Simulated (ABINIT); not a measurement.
The system is Ge.

```
CELL_PARAMETERS angstrom
-1.60842 1.60842 1.87318
1.60842 -1.60842 1.87318
1.60842 1.60842 -1.87318
ATOMIC_POSITIONS crystal
Ge 0.50000 0.50000 0.00000
```

The cell was built by a generator and needn't be a form met in nature.

Program: ABINIT 10.8.3 (patched build). Alike in all runs: task single point; potentials or basis JTH PAW PBE v2.0; no spin polarisation; cell as given; k mesh 12 × 12 × 12; smearing fermi-dirac 0.05 eV.

Task: Order these runs on this cell by their pressure, lowest first.
A. level PBE; cutoff (eV) 599; fine-grid cutoff 1197.3 eV
B. level revPBE; cutoff (eV) 707; fine-grid cutoff 1306.15 eV
C. level WC; cutoff (eV) 707; fine-grid cutoff 1306.15 eV
D. level BLYP; cutoff (eV) 707; fine-grid cutoff 1306.15 eV
E. level LDA; cutoff (eV) 707; fine-grid cutoff 1306.15 eV

Result: E (-4.1 GPa), C (-2.1 GPa), A (0.2 GPa), B (2.0 GPa), D (7.3 GPa).

Caveats: the PAW data sets were made with another functional, which shifts forces and pressure a little (some runs).

Not every run made on this cell is shown here.
